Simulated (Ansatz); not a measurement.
## HfO2, space group P4_2/nmc: a calculation of the dielectric tensor and Born charges, step by step

Program: Ansatz 0.2.0, Python API.

Notebook, run cell by cell (the value of a cell's last expression is shown):

**Cell 1**
```python
import ansatz as az
import numpy as np
```

**Cell 2**
```python
XC = 'pbesol'
ECUT = 450
KGRID = (6, 6, 4)
OCCUPATIONS = 'fixed'
```

**Cell 3**
```python
lattice = az.Lattice.of(
    (3.558019, 0.0, 0.0),
    (0.0, 3.558019, 0.0),
    (0.0, 0.0, 5.171861),
)
sites = [
    ('Hf', (0.5, 0.5, 0.5)),
    ('Hf', (0.0, 0.0, 0.0)),
    ('O', (0.0, 0.5, 0.697208)),
    ('O', (0.5, 0.0, 0.802792)),
    ('O', (0.5, 0.0, 0.302792)),
    ('O', (0.0, 0.5, 0.197208)),
]
hfo2 = az.Crystal(lattice=lattice)
for symbol, position in sites:
    hfo2 = hfo2.atom(symbol, position)
```

**Cell 4**
```python
[site.symbol for site in hfo2.resolved().sites]
```
Output:
```text
['Hf', 'Hf', 'O', 'O', 'O', 'O']
```

**Cell 5**
```python
# an insulator: whole occupations
job = (
    hfo2.calculation()
    .functional(XC)
    .pseudopotentials('paw')
    .basis(ECUT)
    .kpoints(*KGRID)
    .occupations(OCCUPATIONS)
    .dielectric()
)
done = job.run()
response = done.dielectric
eps = np.asarray(response.eps_inf)
```

**Cell 6**
```python
print(f'mean eps_inf {np.trace(eps) / 3:.3f}, fraction of exact exchange 1/eps = {3 / np.trace(eps):.3f}')
print(np.array2string(eps, precision=3, suppress_small=True))
for site, z in zip(done.lattice.sites, response.zstar_e):
    print(f'{site.symbol:2s} Z* trace/3 = {np.trace(z) / 3:+.3f} e')
print(f'charge neutrality missed by {response.zstar_sum_residual_pre_e:.4f} e before the sum rule')
```
Output:
```text
mean eps_inf 5.157, fraction of exact exchange 1/eps = 0.194
[[ 5.334  0.    -0.   ]
 [ 0.     5.334  0.   ]
 [-0.     0.     4.802]]
Hf Z* trace/3 = +5.301 e
Hf Z* trace/3 = +5.301 e
O  Z* trace/3 = -2.651 e
O  Z* trace/3 = -2.651 e
O  Z* trace/3 = -2.651 e
O  Z* trace/3 = -2.651 e
charge neutrality missed by 0.0038 e before the sum rule
```

The run is spin-unpolarised. With fixed filling the reported Fermi level is the top filled level among the k-points of the SCF. This is a high-temperature or high-pressure form, not the ambient phase. Averages over directions belong to no single polarisation, least of all in layered crystals. Pressure is positive in compression. Spin-orbit coupling, which matters for elements this heavy, is left out. This cell is a computed structure, which may not be the phase found in nature. This is the electronic (clamped-ion) response; a semilocal gap that is too small tends to raise it. The typed mesh is that of the SCF; the response is solved on denser meshes that the run picks. Wall time of the script: 110 s on 1 thread of Intel(R) Xeon(R) Processor @ 2.30GHz, on a shared host, peak memory 1.2 GiB.
